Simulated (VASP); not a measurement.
CdO (Monteponite): band structure with PBE

Crystal: CdO (Monteponite).

```xyz
2
Lattice="0.0000 2.3524 2.3524 2.3524 0.0000 2.3524 2.3524 2.3524 0.0000" Properties=species:S:1:pos:R:3 pbc="T T T"
Cd    0.0000    0.0000    0.0000
O     2.3524    2.3524    2.3524
```

- Program: VASP 6.6.1
- Task: band structure
- Functional: PBE
- Potentials or basis: VASP PAW PBE potentials, release 64 (Cd, O)
- Cutoff: 520 eV
- k mesh: 12 × 12 × 12
- Occupations: gaussian, width 0.03 eV
- Spin: no spin polarisation
- Further INCAR settings: ALGO = Normal; EDIFF = 1e-06

The pressure is 7.0 GPa and the band gap along the path is none (metal or under the smearing width).

Levels at the corners of the path, in eV from the Fermi level:
```tsv
point	band 5	band 6	band 7	band 8	band 9	band 10	band 11	band 12	band 13
Γ	-6.42	-6.42	-1.34	-1.34	-1.34	-0.46	14.96	16.98	16.98
X	-6.04	-5.73	-4.33	-2.31	-2.31	3.85	8.52	11.18	13.31
X	-6.04	-5.73	-4.33	-2.31	-2.31	3.85	8.52	11.18	13.31
W	-6.04	-5.83	-3.00	-3.00	-1.88	5.96	8.91	8.91	10.69
W	-6.04	-5.83	-3.00	-3.00	-1.88	5.96	8.91	8.91	10.69
K	-6.13	-6.02	-3.41	-2.89	-1.27	5.39	8.58	8.62	12.89
K	-6.13	-6.02	-3.41	-2.89	-1.27	5.39	8.58	8.62	12.89
Γ	-6.42	-6.42	-1.34	-1.34	-1.34	-0.46	14.96	16.98	16.98
Γ	-6.42	-6.42	-1.34	-1.34	-1.34	-0.46	14.96	16.98	16.98
L	-6.18	-6.18	-3.83	-0.03	-0.03	4.42	7.27	11.91	11.91
L	-6.18	-6.18	-3.83	-0.03	-0.03	4.42	7.27	11.91	11.91
U	-6.13	-6.02	-3.41	-2.89	-1.27	5.39	8.58	8.62	12.89
U	-6.13	-6.02	-3.41	-2.89	-1.27	5.39	8.58	8.62	12.89
W	-6.04	-5.83	-3.00	-3.00	-1.88	5.96	8.91	8.91	10.69
W	-6.04	-5.83	-3.00	-3.00	-1.88	5.96	8.91	8.91	10.69
L	-6.18	-6.18	-3.83	-0.03	-0.03	4.42	7.27	11.91	11.91
L	-6.18	-6.18	-3.83	-0.03	-0.03	4.42	7.27	11.91	11.91
K	-6.13	-6.02	-3.41	-2.89	-1.27	5.39	8.58	8.62	12.89
U	-6.13	-6.02	-3.41	-2.89	-1.27	5.39	8.58	8.62	12.89
X	-6.04	-5.73	-4.33	-2.31	-2.31	3.85	8.52	11.18	13.31
```

It took 42 s on 1 thread of Intel(R) Xeon(R) Platinum 8488C (Sapphire Rapids), on a shared host, peak memory 0.19 GiB.

Caveat: this crystal is a semiconductor, whose small gap the functional closes, so the metal is an error of the method.
